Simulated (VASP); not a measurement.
Wanted: the native input for a VASP 6.6.1 run.

* Task: single point
* Functional: PBE
* Potentials or basis: VASP PAW PBE potentials, release 64 (Mg)
* Cutoff: 520 eV
* k mesh: 8 × 5 × 5
* Occupations: fermi-dirac, width 0.05 eV
* Spin: no spin polarisation
* Further INCAR settings: ALGO = Normal; EDIFF = 1e-07; NBANDS = 12

The structure of Mg lies in POSCAR:

```
Mg
1.0
   -3.2092715300      0.0000000000      0.0000000000
    0.0000000000      0.0000000000     -5.2103300000
    0.0000000000     -5.5586213500      0.0000000000
Mg
4
Direct
    0.4786531700      0.7694062400      0.1983416200
    0.9776270300      0.7286652600      0.6735400000
    0.0172647300      0.2469872100      0.3123387600
    0.5264550700      0.2549412900      0.8157796200
```

The cell isn't the ideal one: all atoms moved at random, sigma 0.1 Å a component.

The input as run:

INCAR

```
SYSTEM = Mg
ALGO = Normal
EDIFF = 1E-7
ENCUT = 520
GGA = PE
ISIF = 2
ISMEAR = -1
LASPH = .TRUE.
LCHARG = .FALSE.
LREAL = .FALSE.
LWAVE = .FALSE.
NBANDS = 12
NELM = 100
PREC = Accurate
SIGMA = 0.05
```

KPOINTS

```
k-points
0
G
  8 5 5
  0 0 0
```

Potentials or basis: VASP PAW PBE potentials, release 64 (Mg).

Launch:

```sh
$ cat potpaw_PBE.64/Mg/POTCAR > POTCAR
$ mpirun -np 1 vasp_std > vasp.out
```

It gave:

```
Pressure               : -0.2 GPa
Largest force          : 0.504 eV/Å
Band gap on the k mesh : none (metal or under the smearing width)
```

Run time: 92 s on 1 thread of Intel(R) Xeon(R) Platinum 8175M CPU @ 2.50GHz (Skylake/Cascade Lake), with other jobs on the host, peak memory 0.24 GiB.
